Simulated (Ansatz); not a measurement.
Crystal: MgTe.

```
Te Mg
1.0
     0.00000    3.23200    3.23200
     3.23200    0.00000    3.23200
     3.23200    3.23200    0.00000
Te Mg
1 1
Direct
  0.25000 0.25000 0.25000
  0.00000 0.00000 0.00000
```

The cell comes from a database or a generator and needn't be the stable form of this composition.

- Program: Ansatz 0.2.0
- Task: relaxation of cell and atoms
- Functional: revPBE
- Potentials or basis: Ansatz PAW
- Cutoff: 420 eV (not typed: the program's choice for these potentials)
- k mesh: 7 × 7 × 7
- Occupations: fermi-dirac, width 0.05 eV
- Spin: no spin polarisation

At the start: volume 33.76 Å³/atom.

Q: How do energy, volume and symmetry change on relaxing?

A: It ends after 4 steps and the volume is 35.42 Å³/atom (+4.9 %); space group F-43m (No. 216, to 0.05 Å).

Step by step:
```tsv
step	energy change (eV)	largest force (eV/Å)	volume (Å³)
1	0.0000	0.0000	67.52
2	-0.0150	0.0000	71.56
3	-0.0159	0.0000	70.84
4	-0.0162	0.0000	70.84
```

Final structure:
```cif
data_structure
_symmetry_space_group_name_H-M 'P 1'
_symmetry_Int_Tables_number 1
_cell_length_a 4.6443
_cell_length_b 4.6443
_cell_length_c 4.6443
_cell_angle_alpha 60.000
_cell_angle_beta 60.000
_cell_angle_gamma 60.000
_cell_volume 70.84
loop_
_atom_site_label
_atom_site_type_symbol
_atom_site_fract_x
_atom_site_fract_y
_atom_site_fract_z
_atom_site_occupancy
Te1 Te 0.25000 0.25000 0.25000 1
Mg1 Mg 0.00000 0.00000 0.00000 1
```

Caveat: the plane-wave basis is chosen anew once the cell has moved, so the energies of steps on either side of that aren't comparable; the PAW data sets come from PBE, with cores solved anew for the run's functional, which leaves a small shift of forces and pressure.
